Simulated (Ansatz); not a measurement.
## A strain series on KI (Fm-3m): biaxial in x and y, z held

A 2-atom cell of KI started from a crystallographic database, relaxed with r2SCAN in the plane-wave code Ansatz, then strained (biaxial in x and y, z held; changes of length per length, axes as in the cell below) with the atoms relaxed again within the symmetry that is left. The symmetry is Fm-3m (No. 225, cubic); a = 7.089 Å in the conventional setting, 44.53 Å³ an atom. K has 6 I at 3.54 Å; I has 6 K at 3.54 Å. Spin-unpolarised throughout; all numbers are computed.

```
CELL_PARAMETERS angstrom
0.00000 3.54457 3.54457
3.54457 0.00000 3.54457
3.54457 3.54457 0.00000
ATOMIC_POSITIONS crystal
K 0.00000 0.00000 0.00000
I 0.50000 0.50000 0.50000
```

Gaps are the least over each mesh (PBE 6×6×6, r2SCAN 6×6×6, HSE06 4×4×4 when unstrained) and the special points, which keep their unstrained names; stress is the change from the unstrained cell, compression positive.

```tsv
strain (%)	gap, PBE (eV)	gap, r2SCAN (eV)	gap, HSE06 (eV)	edges, HSE06	in-plane stress, r2SCAN (GPa)	energy rise, r2SCAN (meV/atom)
-5.6	4.201	4.866	5.223	Γ	+2.93	38.6
0.0	3.944	4.585	4.940	Γ	0.00	0.0
+2.62	3.828	4.456	4.813	Γ	-0.73	5.5
```

Task: Estimate the row for a strain of +5.73 %.

Result:
```tsv
strain (%)	gap, PBE (eV)	gap, r2SCAN (eV)	gap, HSE06 (eV)	edges, HSE06	in-plane stress, r2SCAN (GPa)	energy rise, r2SCAN (meV/atom)
+5.73	3.701	4.320	4.674	Γ	-1.27	23.7
```

Between zero and the nearest strains the slope of the HSE06 gap against strain is -0.050 eV per percent for negative and -0.049 for positive strain.

No spin-orbit coupling is included; it can move band edges with weight on the heavy atoms by tenths of an eV.

The meshes of the hybrids are coarse, so their gaps aren't converged to the digits shown.
